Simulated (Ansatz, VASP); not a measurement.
Two plane-wave programs on MgI2

The input INCAR:

```
SYSTEM = MgI2
  ALGO = Normal
  EDIFF = 1E-6
  ENCUT = 520
  GGA = PE
  ISIF = 2
  ISMEAR = 0
  LASPH = .TRUE.
  LCHARG = .TRUE.
  LELF = .TRUE.
  LREAL = .FALSE.
  LVHAR = .TRUE.
  LWAVE = .FALSE.
  NBANDS = 15
  NELM = 100
  PREC = Accurate
  SIGMA = 0.05
```

KPOINTS

```
k-points
0
G
  6 6 4
  0 0 0
```

Contents of POSCAR:

```
MgI2
1.0
    4.3165329393      0.0000000000      0.0000000000
   -2.1582664697      3.7382271817      0.0000000000
    0.0000000000      0.0000000000      8.0147218160
Mg I
1 2
Direct
    0.0000000000      0.0000000000      0.0000000000
    0.3333333333      0.6666666667      0.7858667836
    0.6666666667      0.3333333333      0.2141332164
```

Input for Ansatz:

```yaml
crystal:
  lattice:
    - [4.3165329393, 0.0, 0.0]
    - [-2.1582664697, 3.7382271817, 0.0]
    - [0.0, 0.0, 8.014721816]
  atoms:
    - { symbol: Mg, position: [0.0, 0.0, 0.0] }
    - { symbol: I, position: [0.3333333333, 0.6666666667, 0.7858667836] }
    - { symbol: I, position: [0.6666666667, 0.3333333333, 0.2141332164] }
basis:
  ecutwfc: 520.0
kpoints:
  mp_grid: { grid: [6, 6, 4] }
hamiltonian:
  xc: pbe
scf:
  occupations: { method: gaussian, width: 0.05 }
output:
  forces: true
  stress: true
  eigenvalues: true
```

Alike in both runs: task single point; functional PBE; k mesh 6 × 6 × 4; occupations gaussian, width 0.05 eV; no spin polarisation.

```csv
,VASP,Ansatz
version,VASP 6.6.1,Ansatz 0.2.0
potentials or method,"VASP PAW PBE potentials, release 64 (Mg, I)","scalar-relativistic, plane waves, PAW"
plane-wave cutoff (eV),520,520
valence electrons in the cell,16,44
```

```csv
,VASP,Ansatz,Ansatz less VASP
gap on the k mesh at the Fermi level (eV),3.45,3.46,+0.016
least direct gap on the mesh (eV),3.45,3.46,+0.016
pressure (GPa),-1.6,-1.6,+0.05
largest component of the traceless stress (GPa),0.13,0.12,-0.004
rms of the force components (eV/Å),0.163,0.159,-0.0044
```

Atom by atom the forces differ by 0.004 eV/Å (rms over components). The functional is the same, so the differences come from potentials, cutoffs and numerics. The two sets of potentials don't hold the same shells in valence.

Caveats: spin-orbit coupling is left out, which moves the levels of the heavy elements; this functional lacks dispersion, which binds the layers, so the pressure and a relaxed spacing across them are unreliable. A k mesh can miss the band edges.
